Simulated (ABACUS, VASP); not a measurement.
This is a calculation of CdS (Greenockite) for VASP 6.6.1. 

INCAR

```
  PREC = Accurate
  ENCUT = 520
  EDIFF = 1E-7
  ISMEAR = -1
  SIGMA = 0.05
  LREAL = F
  LASPH = T
  NELM = 60
  ALGO = Normal
  ISIF = 2
  LWAVE = F
  LCHARG = F
  GGA = PS
  NBANDS = 26
```

File KPOINTS:

```
Automatic mesh
0
Gamma
  7 7 4
```

POSCAR

```
CdS
1.0
    4.1500000000      0.0000000000      0.0000000000
   -2.0750000000      3.5940054257      0.0000000000
    0.0000000000      0.0000000000      6.7370000000
Cd S
2 2
Direct
    0.6666666667      0.3333333333      0.5000000000
    0.3333333333      0.6666666667      0.0000000000
    0.6666666667      0.3333333333      0.8750000000
    0.3333333333      0.6666666667      0.3750000000
```

Potentials or basis: VASP PAW PBE potentials, release 64 (Cd, S).

Launch:

```console
$ cat potpaw_PBE.64/Cd/POTCAR potpaw_PBE.64/S/POTCAR > POTCAR
$ mpirun -np 1 vasp_std > vasp.out
```

What does the same run look like in ABACUS 3.10.1? Potentials or basis there: PseudoDojo NC SR 0.4.1 PBEsol standard, plane waves, cutoff 1401 eV.

As run (cutoffs and basis follow the program's own potentials, and thresholds, step limits or extra output files can differ):

The input INPUT:

```
INPUT_PARAMETERS
suffix              CdS
calculation         scf
basis_type          pw
pseudo_dir          ./
symmetry            1
dft_functional      pbesol
ecutwfc             103
pseudo_rcut         7
nspin               1
nbands              32
ks_solver           dav
smearing_method     fd
smearing_sigma      0.00367493
scf_thr             1e-08
scf_nmax            100
mixing_type         broyden
mixing_beta         0.7
cal_force           1
cal_stress          1
kpar                4
```

STRU

```
ATOMIC_SPECIES
Cd 112.4140 Cd.upf
S 32.0600 S.upf

LATTICE_CONSTANT
1.8897261246

LATTICE_VECTORS
4.1500000000 0.0000000000 0.0000000000
-2.0750000000 3.5940054257 0.0000000000
0.0000000000 0.0000000000 6.7370000000

ATOMIC_POSITIONS
Direct

Cd
0.0
2
0.6666666667 0.3333333333 0.5000000000 1 1 1
0.3333333333 0.6666666667 0.0000000000 1 1 1

S
0.0
2
0.6666666667 0.3333333333 0.8750000000 1 1 1
0.3333333333 0.6666666667 0.3750000000 1 1 1
```

File KPT:

```
K_POINTS
0
Gamma
7 7 4 0 0 0
```

Potentials or basis: PseudoDojo NC SR 0.4.1 PBEsol standard, plane waves.

Launch:

```bash
$ OMP_NUM_THREADS=1 mpirun -np 4 abacus > log
```

Both were run:

|  | VASP | ABACUS |
| --- | --- | --- |
| Pressure | -0.6 GPa | -0.9 GPa |
| Largest force | 0.067 eV/Å | 0.065 eV/Å |

The potentials hold 36 and 52 valence electrons a cell.

VASP's potentials were made for PBE.

Pressure is positive in compression.
